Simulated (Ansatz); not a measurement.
Al3Cu: what the smearing entropy tells about the Fermi level

The calculation used DFT r2SCAN, scalar-relativistic, plane waves, PAW in Ansatz 0.2.0.

```
Al Cu
1.0
     2.77841    0.00000    0.00000
     0.00000    2.77841    0.00000
     0.00000    0.00000    7.51340
Al Cu
3 1
Cartesian
  0.0000 0.0000 3.7567
  1.3892 1.3892 1.6989
  1.3892 1.3892 5.8145
  0.0000 0.0000 0.0000
```

| Quantity | Value |
| --- | --- |
| plane-wave cutoff | 500 eV |
| Γ-centred k-mesh | 16×16×6 |
| spin treatment | unpolarised |

The same metal under several smearings of width σ, on one mesh. F is the free energy, TS the smearing's entropy term for the cell of 4 atoms, and E = F + TS. Gaussian occupations are ½ erfc[(ε − μ)/σ], and N counts both spins.

```tsv
rule	σ (eV)	F − F(narrowest) (meV/atom)	TS (meV/cell)
Fermi–Dirac	0.01	-0.060	0.575
Fermi–Dirac	0.05	-1.741	13.588
Fermi–Dirac	0.2	-23.299	172.161
Fermi–Dirac	0.5	-134.868	1082.693
Gaussian	0.01	0.000	0.067
Gaussian	0.02	-0.031	0.354
Gaussian	0.1	-1.069	8.551
Gaussian	0.2	-4.146	31.486
Gaussian	0.3	-8.828	64.829
```

**Question.** For a density of states N (both spins) that is flat over the smeared range, TS = Nσ²/2 (Gaussian) and (π²/3)Nσ² (Fermi–Dirac). What N does each run give?

**Answer.**
```tsv
rule	σ (eV)	N (states/eV a cell)
Fermi–Dirac	0.01	1.75
Fermi–Dirac	0.05	1.65
Fermi–Dirac	0.2	1.31
Fermi–Dirac	0.5	1.32
Gaussian	0.01	1.34
Gaussian	0.02	1.77
Gaussian	0.1	1.71
Gaussian	0.2	1.57
Gaussian	0.3	1.44
```

Equal entropy needs σ_Gauss = π√(2/3) σ_FD = 2.57 σ_FD, so a Fermi–Dirac width acts like a Gaussian one 2.57 times as large. At moderate widths N lies between 1.44 and 1.71. The drift shows structure in the density of states within the smeared window (a rise with width points to a dip at the Fermi level, a fall to a peak or a steep flank), or a mesh too coarse for the narrower widths. At the narrowest widths only the few mesh levels within σ of μ count, so N can scatter there.

**Question.** To second order F = E0 − TS/2 and E = E0 + TS/2. How well does E0 = (E + F)/2 undo the smearing?

**Answer.**
```csv
rule,σ (eV),F − E0(narrowest) (meV/atom),(E + F)/2 − E0(narrowest) (meV/atom)
Fermi–Dirac,0.01,-0.07,0.00
Fermi–Dirac,0.05,-1.75,-0.05
Fermi–Dirac,0.2,-23.31,-1.79
Fermi–Dirac,0.5,-134.88,0.46
Gaussian,0.01,-0.01,0.00
Gaussian,0.02,-0.04,0.00
Gaussian,0.1,-1.08,-0.01
Gaussian,0.2,-4.15,-0.22
Gaussian,0.3,-8.84,-0.73
```

At Gaussian 0.3 eV the free energy is off by -8.84 meV/atom and the mean by -0.73. What remains is of order σ⁴ plus the mesh error of the narrowest run, which is no exact reference. Forces and stress are derivatives of F, not of E0, so they keep the σ² error.

4 further runs of this set aren't shown.

The stacking of one Cu layer to three Al layers is that of θ″, the metastable precipitate of age-hardened Al–Cu alloys. Its entropy is that of a good metal with a modest density of states at the Fermi level, as expected where broad Al s,p bands cross it and the filled Cu 3d shell lies well below. Leaving aside the narrowest Gaussian run, N falls as the window widens, except at the broadest Fermi–Dirac width, where it edges up from 1.31 to 1.32. There the long thermal tails probably begin to take in states far from the Fermi level, possibly the upper Cu 3d states.

The same run leaves a residual of only 0.46 meV/atom in the averaged energy, against -1.79 at 0.2 eV. This change of sign suggests that higher-order errors of opposite sign cancel, so the small value is no sign of convergence and would not carry over to another metal. Entropy alone cannot assign the states to Al or Cu; that would take a projected density of states.
